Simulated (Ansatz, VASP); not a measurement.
Given: the input of a run of Ansatz 0.2.0 on Cu3Au (Auricupride).

File input.yaml:

```yaml
crystal:
  lattice:
    - [3.74, 0.0, 0.0]
    - [0.0, 3.74, 0.0]
    - [0.0, 0.0, 3.74]
  atoms:
    - { symbol: Au, position: [0.0, 0.0, 0.0] }
    - { symbol: Cu, position: [0.5, 0.5, 0.0] }
    - { symbol: Cu, position: [0.5, 0.0, 0.5] }
    - { symbol: Cu, position: [0.0, 0.5, 0.5] }
hamiltonian:
  xc: pbesol
  pseudopotentials: { kind: paw, azcp: { folder: soft_1 } }
kpoints:
  mp_grid: { grid: [7, 7, 7] }
scf:
  occupations: { method: fermi_dirac, width: 0.05 }
output:
  forces: true
  stress: true
  eigenvalues: true
relax:
  f_tol: 0.01
  max_steps: 40
  cell: { stress_tol: 0.05 }
```

Potentials or basis: Ansatz PAW soft_1.

Run with:

```bash
$ ansatz run input.yaml --threads 2 --pin off --max-ram 5632MiB --backend cpu --events-out ev --progress --plain --runs-dir out
```

Task: Set up the same calculation for VASP 6.6.1. Potentials there: VASP PAW PBE potentials, release 64 (Au, Cu).

Result: As run (the cutoff follows the program's own potentials):

INCAR

```
SYSTEM = Cu3Au
PREC = Accurate ; ENCUT = 600
EDIFF = 1E-6 ; ISMEAR = -1
SIGMA = 0.05 ; LREAL = .FALSE.
LASPH = .TRUE. ; NELM = 100
ALGO = Fast ; ISIF = 3
LWAVE = .FALSE. ; LCHARG = .FALSE.
GGA = PS ; IBRION = 2
NSW = 40 ; EDIFFG = -0.01
```

The input KPOINTS:

```
regular mesh
0
G
  7 7 7
  0 0 0
```

File POSCAR:

```
Cu3Au
1.0
    3.7400000000      0.0000000000      0.0000000000
    0.0000000000      3.7400000000      0.0000000000
    0.0000000000      0.0000000000      3.7400000000
Au Cu
1 3
Direct
    0.0000000000      0.0000000000      0.0000000000
    0.5000000000      0.5000000000      0.0000000000
    0.5000000000      0.0000000000      0.5000000000
    0.0000000000      0.5000000000      0.5000000000
```

Potentials or basis: VASP PAW PBE potentials, release 64 (Au, Cu).

Launch:

```sh
$ cat potpaw_PBE.64/Au/POTCAR potpaw_PBE.64/Cu/POTCAR > POTCAR
$ mpirun -np 1 vasp_std > vasp.out
```

Both were run:

|  | VASP | Ansatz | Ansatz less VASP |
| --- | --- | --- | --- |
| gap on the k mesh at the Fermi level, each at its own relaxed structure (eV) | none | none | - |
| relaxed volume (Å³/atom) | 12.81 | 12.78 | -0.029 |
| relaxed cell length with the largest relative difference (Å) | 3.715 | 3.712 | -0.0028 |
| energy change over the relaxation (meV/atom) | -3 | -3 | -0.8 |

A gap of «none» marks a metal or a gap that the smearing closes. The two sets of potentials don't hold the same shells in valence.

Caveats: the PAW data sets were made with another functional, which shifts forces and pressure a little (VASP); the plane-wave basis is chosen anew once the cell has moved, so the energies of steps on either side of that aren't comparable (Ansatz); the PAW data sets come from PBE, with cores solved anew for the run's functional, which leaves a small shift of forces and pressure (Ansatz). The runs have no spin-orbit coupling, so splittings on Au are missing.
